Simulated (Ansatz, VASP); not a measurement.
**Two plane-wave programs on Mg**

```
Mg
1.0
    -0.02418    2.17196    2.26566
     2.24857   -0.02566    2.26714
     2.25438    2.17925   -0.03147
Mg
1
Cartesian
  0.0000 0.0000 0.0000
```

This isn't the form of Mg at room conditions, which is hcp.

Alike in both runs: functional BLYP; k mesh 7 × 7 × 7; occupations methfessel-paxton of order 1, width 0.15 eV; no spin polarisation.

|  | VASP | Ansatz |
| --- | --- | --- |
| version | VASP 6.6.1 | Ansatz 0.2.0 |
| potentials or method | VASP PAW PBE potentials, release 64 (Mg) | JTH PAW |
| plane-wave cutoff (eV) | 520 | 900 |
| valence electrons in the cell | 2 | 10 |
| task | single point | density of states |

VASP gave:

```
gap on the k mesh at the Fermi level (eV)       : none
pressure (GPa)                                  : 1.5
largest component of the traceless stress (GPa) : 0.78
```

Task: Which values does Ansatz return?

Result: gap on the k mesh at the Fermi level (eV): none; pressure (GPa): 1.6; largest component of the traceless stress (GPa): 0.78.

A gap of «none» marks a metal or a gap that the smearing closes. The two sets of potentials don't hold the same shells in valence.

Caveats: the PAW data sets were made with another functional, which shifts forces and pressure a little (VASP); the density of states is complete only up to the lowest level of the last band computed (Ansatz).
